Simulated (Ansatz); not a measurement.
# Si2Mo: response to strain

Aim: deform Si2Mo (zz strain of -2 %) and compute stress, forces and field gradients with LAPW, PAW and all-electron datasets made for the crystal.

Program: Ansatz 0.2.0. Level of theory: DFT PBE, scalar-relativistic. These are calculated values, not measurements.

## (1) Starting point

The structure is tetragonal, space group I4/mmm (No. 139). The conventional cell has a = 3.200 Å, b = 3.200 Å, c = 7.861 Å, α = 90.00°, β = 90.00°, γ = 90.00°. Si (site symmetry 4mm) has 5 Si at 2.61 to 2.63 Å and 5 Mo at 2.62 Å as nearest neighbours. Around Mo (site symmetry 4/mmm) lie 10 Si at 2.62 Å.

Structure file:

```
Si Mo
1.0
    -1.60000    1.60000    3.93050
     1.60000   -1.60000    3.93050
     1.60000    1.60000   -3.93050
Si Mo
2 1
Direct
  0.33300 0.33300 0.00000
  0.66700 0.66700 0.00000
  0.00000 0.00000 0.00000
```

Atoms are numbered in the order of the input: Si1, Si2, Mo3.

## (2) The deformed structure

Space group I4/mmm before, I4/mmm after.

## (3) Full-potential LAPW

File input.yaml:

```yaml
crystal:
  lattice:
    - [-1.6, 1.6, 3.85189]
    - [1.6, -1.6, 3.85189]
    - [1.6, 1.6, -3.85189]
  atoms:
    - { symbol: Si, position: [0.333, 0.333, 0.0] }
    - { symbol: Si, position: [0.667, 0.667, 0.0] }
    - { symbol: Mo, position: [0.0, 0.0, 0.0] }
kpoints:
  mp_grid: { grid: [12, 12, 16] }
  band_path:
    path:
      - [0.0, 0.0, 0.0]
      - [0.0, 0.0, 0.5]
      - [0.25, 0.25, 0.25]
      - [0.0, 0.5, 0.0]
      - [0.0, 0.0, 0.0]
      - [0.5, 0.5, -0.5]
      - [0.2931352403, 0.7068647597, -0.2931352403]
      - [-0.2931352403, 0.2931352403, 0.2931352403]
      - [0.0, 0.0, 0.0]
    npoints: 5
scf:
  occupations: { method: fermi_dirac, width: 0.03 }
hamiltonian:
  xc: pbe
  pseudopotentials: { kind: all_electron, lapw: { basis_error: 0.001 } }
output:
  forces: true
  stress: true
  eigenvalues: true
```

The run is started by

```
ansatz run input.yaml --threads 1 --pin off --max-ram 6144MiB --backend cpu --events-out ev --progress --plain --runs-dir out
```

The program printed, cut to the lines that bear on the results:

```text
Warning: crystal.symmetry: narrowed to the stabiliser of the k-point mesh — unitary ops 16 → 4; excluded 12 operations that carry a point of the 12×12×16 mesh (shift [0, 0, 0]) off the mesh (the run samples exactly the mesh kpoints.mp_grid names, as under crystal.symmetry.detect: false, [...]
LAPW: plane waves up to 7.829 Å⁻¹, error target 1.0e-3 eV per atom; small_component_spin mean_spin; Si in spheres of 1.152 Å, 12 of its electrons in bands, Dirac shells []; Mo in spheres of 1.413 Å, 30 of its electrons in bands, Dirac shells []
[...]
Pseudopotentials: kind: all_electron
Pseudopotential: Si, LAPW, valence charge 12, Koelling and Harmon's equation, gaussian nucleus
Pseudopotential: Mo, LAPW, valence charge 30, Koelling and Harmon's equation, gaussian nucleus
Functional definition: PBE
[...]
Crystal: 3 atoms, lattice volume = 39.443 Å³
Basis set: ecut = 233.52824659537836 eV, 309 PW (Γ), FFT grids on a1+a3, a2+a3, a3, exchange–correlation at level 2
Bands: 33, of which v1, the nominal top of the filled ones, is band 27 counted from 1 (26 counted from 0)
Symmetry: 4 space group operations
k-points: 632 of 2304
[...]
SCF iter   1: F=—  HF=-125964.641887 eV  |F-HF|=—  |Δ(HF+E_count)|=         —  Δρ=4.53e-2  dr2=9.44e-1  ethr=1.74e-3  ⟨swp⟩=2.0  Hψ=134258  notcnv=0
[...]
the basis was enlarged: its passes take 421.1 KiB over the memory plan, 1 of 1 planned eigensolver slots
[...]
SCF iter  10: F=-125963.822864 eV  HF=-125963.822864 eV  |F-HF|=8.06e-9  |Δ(HF+E_count)|=   6.81e-8  Δρ=2.70e-6  dr2=5.08e-9  ethr=4.62e-10  ⟨swp⟩=2.0  Hψ=58425  notcnv=0
[...]
NSCF: frozen V_eff on 41 k-points
SCF converged after 10 iterations
Free energy (F): -125963.822864 eV
[...]
E sigma→0 (E₀):  -125963.822552 eV
Entropy (-TS):   -0.000624 eV (-0.208 meV/atom)
Fermi energy:    18.508577 eV
[...]
--- Forces (eV/Å), atoms counted from 1 ---
  atom   1  Si     0.00091323     0.00091323     0.26093744
  atom   2  Si    -0.00091323    -0.00091323    -0.26093744
  atom   3  Mo     0.00000000    -0.00000000     0.00000000
[...]
--- Stress (GPa, compression-positive) ---
        4.723763      -0.004243      -0.007502
       -0.004243       4.723763      -0.007502
       -0.007502      -0.007502      12.680360
  P = ⅓ Tr σ = 7.3760 GPa (73.760 kbar)
--- Band table (eV; the first three rows and the last of 632) ---
[...]
```

Run time: 94 s. Hardware: 1 thread of Intel Xeon 6975P-C (Granite Rapids), shared host; peak memory 1.8 GiB.

Read from it: pressure 7.38 GPa; no gap; largest force 0.261 eV/Å.

## (4) PAW with frozen cores

File input.yaml:

```yaml
crystal:
  lattice:
    - [-1.6, 1.6, 3.85189]
    - [1.6, -1.6, 3.85189]
    - [1.6, 1.6, -3.85189]
  atoms:
    - { symbol: Si, position: [0.333, 0.333, 0.0] }
    - { symbol: Si, position: [0.667, 0.667, 0.0] }
    - { symbol: Mo, position: [0.0, 0.0, 0.0] }
kpoints:
  mp_grid: { grid: [12, 12, 16] }
scf:
  occupations: { method: fermi_dirac, width: 0.03 }
hamiltonian:
  xc: pbe
  pseudopotentials: { kind: paw }
output:
  forces: true
  stress: true
  eigenvalues: true
  efg: { contact_densities: true }
  write_density: true
  write_potential: true
  elf: true
  volumetric_format: npy
```

The run is started by

```
ansatz run input.yaml --threads 1 --pin off --max-ram 6144MiB --backend cpu --events-out ev --progress --plain --runs-dir out
```

The program printed, cut to the lines that bear on the results:

```text
Warning: crystal.symmetry: narrowed to the stabiliser of the k-point mesh — unitary ops 16 → 4; excluded 12 operations that carry a point of the 12×12×16 mesh (shift [0, 0, 0]) off the mesh (the run samples exactly the mesh kpoints.mp_grid names, as under crystal.symmetry.detect: false, [...]
Mo: output.efg is read without spin–orbit coupling, which moves field gradients at and beside such atoms by some per cent and up to a factor of two; PAW files take it under magnetization.noncollinear and magnetization.spin_orbit
[...]
Pseudopotentials: kind: paw
Pseudopotential: Si, paw, valence charge 4, recommended cutoff 420 eV (normal)
Pseudopotential: Mo, paw, valence charge 14, recommended cutoff 420 eV (normal)
[... 1 set-up line as earlier in the session ...]
[...]
Crystal: 3 atoms, lattice volume = 39.443 Å³
Basis set: ecut = 420 eV, 761 PW (Γ), exchange–correlation on 60×60×60 points (8 copies of the dense FFT grid, shifted against one another)
[...]
  atom   2  Si    -0.00091652    -0.00091652    -0.26120544
  atom   3  Mo     0.00000000    -0.00000000     0.00000000
[...]
--- Stress (GPa, compression-positive) ---
        4.698519      -0.004636      -0.007603
       -0.004636       4.698519      -0.007603
       -0.007603      -0.007603      12.653583
  P = ⅓ Tr σ = 7.3502 GPa (73.502 kbar)
--- PAW observables at the nuclei: V_zz in 10²¹ V/m², potentials from the cell's mean, atoms counted from 1 ---
  atom   1  Si V_zz =    -1.578733   η = 0.0128   by run symmetry: allowed
            electrostatic potential = -1368.660536 V   contact ρ = 12810.359828 e/Å³
  atom   2  Si V_zz =    -1.578733   η = 0.0128   by run symmetry: allowed
            electrostatic potential = -1368.660536 V   contact ρ = 12810.359828 e/Å³
  atom   3  Mo V_zz =    -8.480721   η = 0.0094   by run symmetry: allowed
            electrostatic potential = -6358.415002 V   contact ρ = 595249.496810 e/Å³
--- Band table (eV; the first three rows and the last of 632) ---
  k-point 0: bands = ["-44.3547", "-18.5220", "-18.4355", "-18.4343", "2.7579", "9.9232", "13.1828", "13.2731", "13.5468", "13.5476", "16.6734", "19.3862", "19.4572", "19.9029", "19.9036"]
[...]
```

Wall time 14 s (1 thread of Intel Xeon 6975P-C (Granite Rapids), shared host); peak memory 0.67 GiB.

This run gives: pressure 7.35 GPa; no gap; largest force 0.261 eV/Å; Vzz Si1 -1.6, Mo3 -8.5 (10²¹ V/m²).

The fields are shown in the conventional cell of this run's space group, carried over from its grid by interpolation.

Density in a lattice plane of the grid's cell (edges 3.20 and 7.70 Å, at 0.000 of the third edge), which holds Si and Mo.

Ten even steps from '0' (0.07 e/Å³) to '9' (6.30 e/Å³):
```
9730000037
2200000002
0000000000
0000000000
0000000000
0000000000
0000000000
0000000000
0000000000
0000000000
0000000000
0000000000
0000000000
0000000000
0000000000
0000000000
0000000000
2200000002
9730000037
9951000159
```
Columns run along the first of these edges and rows up along the second, over one cell in 10 and 20 even steps from the bottom left corner. Atoms in the plane (fractional): Si at (0.00, 0.33), Si at (0.00, 0.67), Mo at (0.00, 0.00).

ELF in the same plane.

Ten even steps from '0' (0.11) to '9' (0.73):
```
8971141179
6521343125
2233333332
9974101479
8884101488
3245202542
5257535752
1488646884
6776545677
6665434566
6776545677
1488646884
5257535752
3245202542
8884101488
9974101479
2233333332
6521343125
8971141179
2782131287
```
Columns run along the first of these edges and rows up along the second, over one cell in 10 and 20 even steps from the bottom left corner. Atoms in the plane (fractional): Si at (0.00, 0.33), Si at (0.00, 0.67), Mo at (0.00, 0.00).

Both are smooth fields of the valence electrons: close to the nuclei they are not physical.

The highest ELF values outside the cores: 0.77 on the Si–Mo line, 0.8 Å from Si.

## (5) All-electron PAW on datasets made for the crystal

Edit input.yaml of step 4 so:

```diff
@@ -15,3 +15,3 @@
   xc: pbe
-  pseudopotentials: { kind: paw }
+  pseudopotentials: { kind: all_electron, datasets: crystal }
 output:
@@ -21,5 +21 @@
   efg: { contact_densities: true }
-  write_density: true
-  write_potential: true
-  elf: true
-  volumetric_format: npy
```

The run is started by

```
ansatz run input.yaml --threads 1 --pin off --max-ram 6144MiB --backend cpu --events-out ev --progress --plain --runs-dir out
```

The program printed, cut to the lines that bear on the results:

```text
Warning: crystal.symmetry: narrowed to the stabiliser of the k-point mesh — unitary ops 16 → 4; excluded 12 operations that carry a point of the 12×12×16 mesh (shift [0, 0, 0]) off the mesh (the run samples exactly the mesh kpoints.mp_grid names, as under crystal.symmetry.detect: false, [...]
Mo: output.efg is read without spin–orbit coupling, which moves field gradients at and beside such atoms by some per cent and up to a factor of two; PAW files take it under magnetization.noncollinear and magnetization.spin_orbit
[...]
[... 1 set-up line as earlier in the session ...]
Pseudopotential: Si, paw, valence charge 12, recommended cutoff 300 eV (normal), Koelling and Harmon's equation, gaussian nucleus
Pseudopotential: Mo, paw, valence charge 14, recommended cutoff 300 eV (normal), Koelling and Harmon's equation, gaussian nucleus
[... 1 set-up line as earlier in the session ...]
[...]
Crystal: 3 atoms, lattice volume = 39.443 Å³
[...]
  atom   2  Si    -0.00091295    -0.00091295    -0.26088946
  atom   3  Mo     0.00000000     0.00000000    -0.00000000
[...]
--- Stress (GPa, compression-positive) ---
        4.721928      -0.004230      -0.007504
       -0.004230       4.721928      -0.007504
       -0.007504      -0.007504      12.679812
  P = ⅓ Tr σ = 7.3746 GPa (73.746 kbar)
  It holds what live shells' own plane waves past their cutoff add
--- PAW observables at the nuclei: V_zz in 10²¹ V/m², potentials from the cell's mean, atoms counted from 1 ---
  atom   1  Si V_zz =    -1.559809   η = 0.0128   by run symmetry: allowed
            electrostatic potential = -1368.500991 V   contact ρ = 12819.344661 e/Å³
  atom   2  Si V_zz =    -1.559809   η = 0.0128   by run symmetry: allowed
            electrostatic potential = -1368.500991 V   contact ρ = 12819.344661 e/Å³
  atom   3  Mo V_zz =    -8.513943   η = 0.0094   by run symmetry: allowed
            electrostatic potential = -6358.469914 V   contact ρ = 595303.595903 e/Å³
--- Band table (eV; the first three rows and the last of 632) ---
  k-point 0: bands = ["4.9374", "12.1021", "15.3605", "15.4536", "15.7267", "15.7275", "18.8544", "21.5679", "21.6340"]
[...]
```

Wall time 36 s (1 thread of Intel Xeon 6975P-C (Granite Rapids), shared host); peak memory 1.3 GiB.

Result: pressure 7.37 GPa; no gap; largest force 0.261 eV/Å; Vzz Si1 -1.6, Mo3 -8.5 (10²¹ V/m²).

## (6) Stress and forces compared

Stress (GPa, compression positive):

```
          method    xx    yy     zz     yz     xz    xy
            LAPW  4.72  4.72  12.68  -0.01  -0.01  0.00
             PAW  4.70  4.70  12.65  -0.01  -0.01  0.00
crystal datasets  4.72  4.72  12.68  -0.01  -0.01  0.00
```

Forces (eV/Å):

```
atom  LAPW x  LAPW y  LAPW z   PAW x   PAW y   PAW z  crystal datasets x  crystal datasets y  crystal datasets z
 Si1   0.001   0.001   0.261   0.001   0.001   0.261               0.001               0.001               0.261
 Si2  -0.001  -0.001  -0.261  -0.001  -0.001  -0.261              -0.001              -0.001              -0.261
 Mo3   0.000   0.000   0.000   0.000   0.000   0.000               0.000               0.000               0.000
```

```
          method  pressure (GPa)  largest force (eV/Å)  Vzz Si1 (10²¹ V/m²)  Vzz Mo3 (10²¹ V/m²)  SCF cycles, all passes
            LAPW            7.38                 0.261                    –                    –                      10
             PAW            7.35                 0.261                -1.58                -8.48                       6
crystal datasets            7.37                 0.261                -1.56                -8.51                       9
```

## (7) Results

| quantity | value |
| --- | --- |
| pressure | LAPW 7.38, PAW 7.35, crystal datasets 7.37 GPa |
| largest shear or deviatoric stress (LAPW) | 5.30 GPa |

**Reading.** The largest part of the stress beyond the pressure is 5.30 GPa in size, in the zz component; the atoms are carried along and not relaxed. No run of the undeformed cell stands beside it, so the pressure holds what the given cell had before the change. PAW: stress within 0.03 GPa of LAPW, forces within 1 meV/Å. Crystal datasets: stress within 0.01 GPa of LAPW, forces within 1 meV/Å. The k mesh doesn't keep the crystal's whole symmetry, which leaves small spurious terms.
